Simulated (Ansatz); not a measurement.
## SnSe: moving Se off its site

SnSe, Fm-3m, a = 6.020 Å (as given, not relaxed at this level: -1.9 GPa). This isn't the usual stable structure of the compound. Ansatz: PBEsol, PAW, 420 eV, Γ-centred 8×8×8 mesh on 2 atoms, Gaussian smearing 0.05 eV; no spin polarisation.

```
CELL_PARAMETERS angstrom
0.00000 3.01000 3.01000
3.01000 0.00000 3.01000
3.01000 3.01000 0.00000
ATOMIC_POSITIONS crystal
Sn 0.00000 0.00000 0.00000
Se 0.50000 0.50000 0.50000
```

Atom 2 (Se) moves by x along the unit vector (0.000, 0.000, -1.000), with its periodic images; all else is held. y is the free energy of the cell over the start, F the force along the path summed over the moved atoms. Symmetry makes y even in x.

```tsv
x (Å)	y (meV)	F (eV/Å)
-0.3000	?	?
-0.1500	1.14	0.04
0.0000	0.00	0.00
0.0375	-0.04	0.00
0.0750	-0.07	0.00
0.1125	0.18	-0.01
0.1875	3.39	-0.08
0.2250	7.64	-0.15
0.2625	14.72	-0.23
```

Q: Fit y = c2 x² + c4 x⁴ to the energies of the other rows, give the force constant, and predict energy and force of the missing row.

A: Least squares on the rows shown. y = −27.033 x² + 3497.7 x⁴. The force constant is 2 c2 = -0.0541 eV/Å², negative: the site is a maximum along this line (for all images moving together, not for a lone atom). The force −dy/dx at the missing row is 0.36 eV/Å (computed 0.35). With a term in x⁶ added, the coefficient of x² becomes -33.16, 23 % more, which shows how far this figure hangs on the form. At x = -0.3000 the fit asked for gives 25.90 meV. The run gave 25.56 meV, so the fit is 0.34 meV too high, 1.3 % of the span of the series, against an rms of 0.03 meV on the fitted rows. The row lies outside the fitted range. With a term in x⁶ added, a fit to the same known rows predicts 25.50 meV, so most of the miss is curvature that the known rows already hold.